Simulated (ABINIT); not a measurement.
# Mg in ABINIT: the effect of potentials

The system is Mg.

```
CELL_PARAMETERS angstrom
3.17683 0.00000 0.00000
-1.58841 2.75121 0.00000
0.00000 0.00000 10.31886
ATOMIC_POSITIONS crystal
Mg 0.66667 0.33333 0.75000
Mg 0.00000 0.00000 0.50000
Mg 0.33333 0.66667 0.25000
Mg 0.00000 0.00000 0.00000
```

Alike in all runs:

| Property | Result |
| --- | --- |
| Program | ABINIT 10.8.3 (patched build) |
| Task | single point |
| Functional | r2SCAN |
| k mesh | 10 × 10 × 3 |
| Occupations | fermi-dirac, width 0.05 eV |
| Spin | no spin polarisation |

| potentials | cutoff | pressure (GPa) |
| --- | --- | --- |
| Ansatz PAW PBE default generated set, frozen core | 490 eV | 0.2 |
| JTH PAW PBE v2.0 | 626 eV | 0.3 |
| SG15 NC PBE v1.2 | 1361 eV | ? |
| PseudoDojo NC SR PBE v0.4.1 standard | 1361 eV | 0.6 |

What does the run with potentials SG15 NC PBE v1.2 give?

Pressure 1.1 GPa.

Caveats: the PAW data sets were made with another functional, which shifts forces and pressure a little (some runs); the potentials were made for another functional, which shifts forces and pressure (some runs).
